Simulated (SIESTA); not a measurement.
The system is CdTe.

```
CELL_PARAMETERS angstrom
0.00000 3.20500 3.20500
3.20500 0.00000 3.20500
3.20500 3.20500 0.00000
ATOMIC_POSITIONS crystal
Te 0.75000 0.75000 0.75000
Cd 0.00000 0.00000 0.00000
```

Base run:

```yaml
Program: SIESTA 5.4.2
Functional: vdW-DF
Potentials_or_basis: PseudoDojo 0.4 standard (PBE files)
Basis: DZP (energy shift 0.002 Ry)
Grid_cutoff: 800 Ry
Energy_shift: 0.002 Ry
k_mesh: 7 × 7 × 7
Occupations: fermi-dirac, width 0.05 eV
Spin: no spin polarisation
```

Its results: band gap on the k mesh 1.28 eV, direct; pressure 7.0 GPa.

The run is repeated on the same cell with these changes: functional from vdW-DF to RPBE. What comes out?

Band gap on the k mesh 1.39 eV, direct; pressure 6.3 GPa.

Caveats: semicore shells carry a single zeta, which can move pressures by several GPa and volumes by a few percent; the potentials were made for another functional, which shifts forces and pressure; spin-orbit coupling is left out, which moves the levels of the heavy elements; the basis of atomic orbitals isn't converged, which shifts pressures, moduli and gaps.

Not every run made on this cell is shown here.
